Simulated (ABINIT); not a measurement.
A calculation with ABINIT 10.8.3 (patched build) of CuO (ASE script, structure typed inline):

Contents of run.py:

```python
import json, os
import numpy as np
from ase.units import GPa
from ase.calculators.abinit import Abinit, AbinitProfile
from ase import Atoms

atoms = Atoms(['Cu', 'Cu', 'O', 'O'],
              cell=[[2.34464976, -1.71339982, 0.0], [2.34464976, 1.71339982, 0.0], [-0.86054991, 0.0, 5.05943948]],
              scaled_positions=[[0.0032, 0.4968, 0.0], [0.4968, 0.0032, 0.5], [0.5714, 0.4056, 0.2537], [0.4056, 0.5714, 0.7537]],
              pbc=True)

profile = AbinitProfile(command='mpirun --bind-to none -np 4 abinit', pp_paths=[os.path.abspath('pseudos')])
params = dict(
    pps='pawxml', xc='PBE',
    chksymtnons=0,
    tolsym=1e-06,
    ecut=707.496,
    pawecutdg=1306.1465,
    pawxcdev=0,
    kptopt=1,
    ngkpt=[10, 10, 5],
    nshiftk=1,
    shiftk=[0.0, 0.0, 0.0],
    ixc=11,
    nband=30,
    occopt=3,
    tsmear=0.05,
    nstep=100,
    tolvrs=1e-09,
    prtwf=0,
    prtden=0,
)

atoms.calc = Abinit(profile=profile, directory='run', **params)
energy = atoms.get_potential_energy()
forces = atoms.get_forces()
stress = atoms.get_stress()
print(f'energy {energy:.6f} eV')
print('forces (eV/A)')
print(np.round(forces, 5))
print('stress (GPa, Voigt, tension positive)', np.round(stress / GPa, 4))
json.dump(dict(energy=energy, forces=forces.tolist(), stress=stress.tolist(), cell=atoms.cell.tolist(), frac=atoms.get_scaled_positions(wrap=False).tolist()), open('results.json', 'w'))
```

Potentials or basis: JTH PAW PBE v2.0.

The run is started by

```console
$ python run.py
```

**Question.** Write the same calculation in another form: native input, structure typed inline.

**Answer.** As run:

The input run.abi:

```
# Pseudopotentials
pp_dirpath "./"
pseudos "Cu.GGA_PBE-JTH.xml, O.GGA_PBE-JTH.xml"

# Structure
acell 3*1.0 Angstrom
rprim
     2.3446497600    -1.7133998200     0.0000000000
     2.3446497600     1.7133998200     0.0000000000
    -0.8605499100     0.0000000000     5.0594394800
ntypat 2
znucl 29 8
natom 4
typat 1 1 2 2
xred
     0.0032000000     0.4968000000     0.0000000000
     0.4968000000     0.0032000000     0.5000000000
     0.5714000000     0.4056000000     0.2537000000
     0.4056000000     0.5714000000     0.7537000000
chkprim 0
chksymtnons 0
tolsym 1.0e-6

# Plane-wave basis
ecut 707.496042 eV
pawecutdg 48.0
pawxcdev 0

# k points
kptopt 1
ngkpt 10 10 5
nshiftk 1
shiftk 0.0 0.0 0.0

# Exchange and correlation
ixc 11

# Bands and occupations
nband 30
occopt 3
tsmear 0.05 eV

# SCF cycle
nstep 100
tolvrs 1.0e-9

# Output
iomode 3
prtwf 0
prtden 0
prteig 0
prtebands 0
enunit 2
```

Potentials or basis: JTH PAW PBE v2.0.

Launch:

```console
$ mpirun --bind-to none -np 4 abinit run.abi > log 2>&1
```

Both were run:

|  | ASE script, structure typed inline | native input, structure typed inline |
| --- | --- | --- |
| Pressure | 5.5 GPa | 5.5 GPa |
| Largest force | 0.773 eV/Å | 0.773 eV/Å |
| Band gap on the k mesh | none (metal or under the smearing width) | none (metal or under the smearing width) |
| Valence electrons inside the program's atomic spheres | Cu 17.31; O 4.52 | Cu 17.31; O 4.52 |

Keys that steer only the numerical path or the files written may differ.

Caveat: the run has no spin polarisation, though such a crystal can be magnetic; semilocal functionals often make such compounds metallic where correlation or magnetic order opens a gap, which also shifts bond lengths.
